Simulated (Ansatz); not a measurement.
Pd, bcc: how the functional moves the structure

All rows: Ansatz, plane waves with scalar-relativistic PAW, 420 eV (500 eV for the SCAN forms), relaxed under each functional, no dispersion correction, no zero-point motion. B₀ comes from uniform scaling at fixed shape; a dash is a value not given.

```tsv
functional	V (Å³/atom)	cell	B₀ (GPa)	magnetic state	ΔE to fcc (meV/atom)
PBE	15.46	a = 3.139 Å	164	non-magnetic	46
r²SCAN	15.06	a = 3.112 Å	180	spin not included	52
PBEsol	14.68	a = 3.085 Å	199	non-magnetic	57
LDA	14.28	a = 3.057 Å	221	spin not included	62
revPBE	15.76	a = 3.159 Å	150	non-magnetic	43
RPBE	15.90	a = 3.168 Å	144	non-magnetic	42
BLYP	16.45	a = 3.204 Å	132	non-magnetic	35
```

LDA gives the smallest volume and BLYP the largest.

Real palladium is paramagnetic; a moment here is an artefact of the functional.
